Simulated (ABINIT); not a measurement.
Crystal: C.

```
C
1.0
     3.44462    0.00000    0.00000
     0.00000    3.44462    0.00000
     0.00000    0.00000    4.43702
C
4
Direct
  0.19909 0.50000 0.00000
  0.80091 0.50000 0.00000
  0.50000 0.19909 0.00000
  0.50000 0.80091 0.00000
```

The cell was built by a generator and needn't be a form met in nature.

```yaml
Program: ABINIT 10.8.3 (patched build)
Task: relaxation of cell and atoms
Functional: PBE
Dispersion: D3
Potentials_or_basis: Ansatz PAW PBE default generated set, frozen core
Cutoff: 419 eV
k_mesh: 6 × 6 × 4
Occupations: fermi-dirac, width 0.05 eV
Spin: no spin polarisation
```

At the start: pressure 0.0 GPa; volume 13.16 Å³/atom.

Problem. Where does the relaxation end?

Solution. Over 14 steps the energy falls by 23.3 meV/atom and the volume is 10.11 Å³/atom (-23.2 %); space group P4/mmm (No. 123, to 0.05 Å).

The path:
```csv
step,energy change (eV),largest force (eV/Å),pressure (GPa),volume (Å³)
1,0.0000,0.1080,0.03,52.65
2,-0.0008,0.0199,-0.30,52.65
3,-0.0016,0.0639,-0.62,52.58
4,-0.0052,0.1655,-1.48,52.07
5,-0.0174,0.6212,-5.00,48.53
6,-0.0282,0.5430,-4.61,47.76
7,-0.0878,0.0623,0.16,41.96
8,0.4966,1.1231,8.81,31.11
9,-0.0914,0.0933,-0.27,41.28
10,-0.0926,0.0314,-0.19,40.94
11,-0.0922,0.0017,0.12,39.94
12,-0.0932,0.0013,-0.02,40.54
13,-0.0933,0.0000,-0.01,40.47
14,-0.0933,0.0000,0.00,40.46
```

Final structure:
```cif
data_structure
_symmetry_space_group_name_H-M 'P 1'
_symmetry_Int_Tables_number 1
_cell_length_a 3.4477
_cell_length_b 3.4477
_cell_length_c 3.4035
_cell_angle_alpha 90.000
_cell_angle_beta 90.000
_cell_angle_gamma 90.000
_cell_volume 40.46
loop_
_atom_site_label
_atom_site_type_symbol
_atom_site_fract_x
_atom_site_fract_y
_atom_site_fract_z
_atom_site_occupancy
C1 C 0.19894 0.50000 0.00000 1
C2 C 0.80106 0.50000 0.00000 1
C3 C 0.50000 0.19894 0.00000 1
C4 C 0.50000 0.80106 0.00000 1
```

Caveat: the atomic spheres overlap; the volume moved by over 15 % at a fixed basis, so the end points are rough.
